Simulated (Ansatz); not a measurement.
Crystal: TiO2.

```
Ti O
1.0
     4.81270    0.00000    0.00000
     0.00000    4.87188    0.00000
    -0.86289    0.00000    4.96659
Ti O
4 8
Direct
  0.27744 0.05281 0.21315
  0.72256 0.55281 0.28685
  0.72256 0.94719 0.78685
  0.27744 0.44719 0.71315
  0.06384 0.17697 0.85156
  0.93616 0.67697 0.64844
  0.93616 0.82303 0.14844
  0.06384 0.32303 0.35156
  0.44536 0.75763 0.46677
  0.55464 0.25763 0.03323
  0.55464 0.24237 0.53323
  0.44536 0.74237 0.96677
```

The cell comes from a database or a generator and needn't be the stable form of this composition.

Base run:

- Program: Ansatz 0.2.0
- Functional: PBE
- Potentials or basis: Ansatz PAW
- Cutoff: 420 eV (not typed: the program's choice for these potentials)
- k mesh: 4 × 4 × 4
- Occupations: fermi-dirac, width 0.05 eV
- Spin: no spin polarisation

Its results: band gap on the k mesh 2.30 eV, indirect (least direct gap 2.37 eV); pressure 4.1 GPa; largest force 0.122 eV/Å.

The run is repeated on the same cell with these changes: functional from PBE to r2SCAN; cutoff from 420 eV (not typed: the program's choice for these potentials) to 500 eV (not typed: the program's choice for these potentials); k mesh from 4 × 4 × 4 to 6 × 6 × 6. What comes out?

Band gap on the k mesh 2.66 eV, indirect (least direct gap 2.72 eV); pressure -1.5 GPa; largest force 0.118 eV/Å.

Several settings changed at once, so the effect can't be laid on one alone.

Caveats: the PAW data sets come from PBE, with cores solved anew for the run's functional, which leaves a small shift of forces and pressure (some runs).
